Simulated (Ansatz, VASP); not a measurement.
## Ca in VASP and in Ansatz

Contents of INCAR:

```
  ALGO = Normal
  EDIFF = 1E-7
  ENCUT = 520
  GGA = PE
  ISIF = 2
  ISMEAR = -1
  LASPH = T
  LCHARG = F
  LREAL = F
  LWAVE = F
  NBANDS = 11
  NELM = 80
  PREC = Accurate
  SIGMA = 0.03
```

KPOINTS

```
k-points
0
Gamma
  11 11 11
```

File POSCAR:

```
Ca
1.0
    0.0000000000      2.7342335122      2.7342335122
    2.7342335122      0.0000000000      2.7342335122
    2.7342335122      2.7342335122      0.0000000000
Ca
1
Direct
    0.0000000000      0.0000000000      0.0000000000
```

Input for Ansatz:

```yaml
crystal:
  lattice:
    - [0.0, 2.7342335122, 2.7342335122]
    - [2.7342335122, 0.0, 2.7342335122]
    - [2.7342335122, 2.7342335122, 0.0]
  atoms:
    - { symbol: Ca, position: [0.0, 0.0, 0.0] }
kpoints:
  mp_grid: { grid: [11, 11, 11] }
scf:
  occupations: { method: fermi_dirac, width: 0.03 }
hamiltonian:
  xc: pbe
  pseudopotentials: { kind: all_electron, lapw: { basis_error: 0.001 } }
output:
  forces: true
  stress: true
  eigenvalues: true
```

Change from the starting cell: volume scaled by 0.97.

Alike in both runs: task single point; functional PBE; k mesh 11 × 11 × 11; occupations fermi-dirac, width 0.03 eV; no spin polarisation.

|  | VASP | Ansatz |
| --- | --- | --- |
| version | VASP 6.6.1 | Ansatz 0.2.0 |
| potentials or method | VASP PAW PBE potentials, release 64 (Ca_sv) | all-electron LAPW, scalar-relativistic |
| plane-wave cutoff (eV) | 520 | see its input |

```tsv
	VASP	Ansatz	Ansatz less VASP
pressure (GPa)	0.6	0.6	-0.01
```

Ansatz ran all-electron here, so the differences hold the error of VASP's frozen core and of both bases.
